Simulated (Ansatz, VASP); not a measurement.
**SnSe in VASP and in Ansatz**

```
Sn Se
1.0
     0.00000    3.02993    3.02993
     3.02993    0.00000    3.02993
     3.02993    3.02993    0.00000
Sn Se
1 1
Direct
  0.00000 0.00000 0.00000
  0.50000 0.50000 0.50000
```

Change from the starting cell: volume scaled by 1.02, PAW files.

Alike in both runs: task electric field gradients; functional PBE; k mesh 9 × 9 × 9; occupations fermi-dirac, width 0.02 eV; no spin polarisation.

|  | VASP | Ansatz |
| --- | --- | --- |
| version | VASP 6.6.1 | Ansatz 0.2.0 |
| potentials or method | VASP PAW PBE potentials, release 64 (Sn_d, Se) | PAW with Ansatz's default frozen-core files, scalar-relativistic |
| plane-wave cutoff (eV) | 520 | 420 |
| valence electrons in the cell | 20 | 30 |

|  | VASP | Ansatz | Ansatz less VASP |
| --- | --- | --- | --- |
| pressure (GPa) | 0.0 | 0.0 | 0.00 |
| Vzz of the field gradient on the site that differs most (V/Å²) | 0.0 | 0.0 | 0.00 |

With one functional, cell and mesh, what is left measures potentials, basis and numerics. The two sets of potentials don't hold the same shells in valence. Ansatz warned: «gradients_without_spin_orbit».
